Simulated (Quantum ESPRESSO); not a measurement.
## Sb: phonons at M under several settings

```
CELL_PARAMETERS angstrom
3.16000 0.00000 0.00000
0.00000 3.16000 0.00000
0.00000 0.00000 3.16000
ATOMIC_POSITIONS crystal
Sb 0.00000 0.00000 0.00000
```

This isn't the form of Sb at room conditions, which is rhombohedral.

All runs used Quantum ESPRESSO 7.5; potentials PseudoDojo 0.4.1 SR LDA standard; k mesh 7 × 7 × 7; no spin polarisation; cutoff 1143 eV; occupations cold, width 0.2 eV.

| level | geometry | volume (Å³/atom) | pressure (GPa) | frequencies (cm⁻¹) |
| --- | --- | --- | --- | --- |
| LDA | relaxed at 0 GPa | 28.17 | 0.0 | 41 89 89 |
| LDA | relaxed at 5 GPa | 26.46 | 5.0 | 34 118 118 |
| LDA | relaxed at 10 GPa | 25.19 | 10.0 | 27 138 138 |
| LDA | relaxed at 20 GPa | ? | 20.0 | ? |
| LDA | relaxed at 40 GPa | 20.84 | 40.0 | 45i 204 204 |

**Question.** What stands in the row left open?

**Answer.** Volume 23.37 Å³/atom; frequencies 11i 169 169 cm⁻¹.

Values marked i are imaginary: the cell is unstable against those modes at that level, or the meshes are too thin.

Caveats: the mesh is thin for the phonons of a metal; the q point doesn't lie on the k mesh, which can shift a metal's frequencies strongly unless the mesh is converged; the volume moved by over 15 % at a fixed basis, so the end points are rough (some runs); the cell is more than 3 GPa from zero pressure, which shifts response properties (some runs); some modes are imaginary (some runs).

For the row left open. Caveat: the mesh is thin for the phonons of a metal; some modes are imaginary; the volume moved by over 15 % at a fixed basis, so the end points are rough; the cell is more than 3 GPa from zero pressure, which shifts response properties; the q point doesn't lie on the k mesh, which can shift a metal's frequencies strongly unless the mesh is converged.
